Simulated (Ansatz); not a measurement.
Starting cell, CaF$_{2}$ (fluorite):

```
CaF2
1.0
    0.00000     2.72024     2.72024
    2.72024     0.00000     2.72024
    2.72024     2.72024     0.00000
Ca F
1 2
Direct
  0.00000   0.00000   0.00000
  0.25000   0.25000   0.25000
  0.75000   0.75000   0.75000
```

The atoms are displaced by Q × the pattern below (from a DFPT mode at Γ, largest move 1; Q in Å), at fixed cell. It is one choice among 3 degenerate patterns.

```json
[
 {"atom": "Ca1", "x": "0.000", "y": "0.000", "z": "0.948"},
 {"atom": "F2", "x": "0.000", "y": "0.000", "z": "-1.000"},
 {"atom": "F3", "x": "0.000", "y": "0.000", "z": "-1.000"}
]
```

The numbers are results of r2SCAN (plane waves to 500 eV, PAW, scalar-relativistic; Ansatz, a program for electronic structure), not measurements. k mesh 11×11×11 (Γ-centred), Fermi-Dirac smearing 0.05 eV. The energy includes the smearing's −TS. CaF2 was relaxed with its symmetry unable to fall. The PAW data are Ansatz's earlier set. ΔE is measured from the undisplaced structure.

| Q (Å) | ΔE (meV/cell) |
|---|---|
| -0.180 | withheld |
| -0.150 | 215 |
| -0.120 | 137 |
| -0.090 | 77 |
| -0.060 | 34 |
| -0.030 | 8 |
| 0.000 | 0 |
| 0.030 | 8 |
| 0.060 | 34 |
| 0.090 | 77 |
| 0.120 | 137 |
| 0.150 | 215 |
| 0.180 | withheld |

Problem. Fit an even polynomial form (powers 2, 4) to the given rows and predict ΔE at Q = -0.180.

Solution. Least squares on the 11 given rows: ΔE = (9447)·Q² + (4840)·Q⁴, in meV/cell with Q in Å; root-mean-square residual 0.2 meV/cell. At -0.180 the fit gives 311 meV/cell; the calculation gives 311 meV/cell, the same to the digits shown. The quadratic term alone would give 306 meV/cell.

(For displaced atoms, the force is minus the slope of the energy, and its curvature is a force constant, which sets phonon frequencies.)
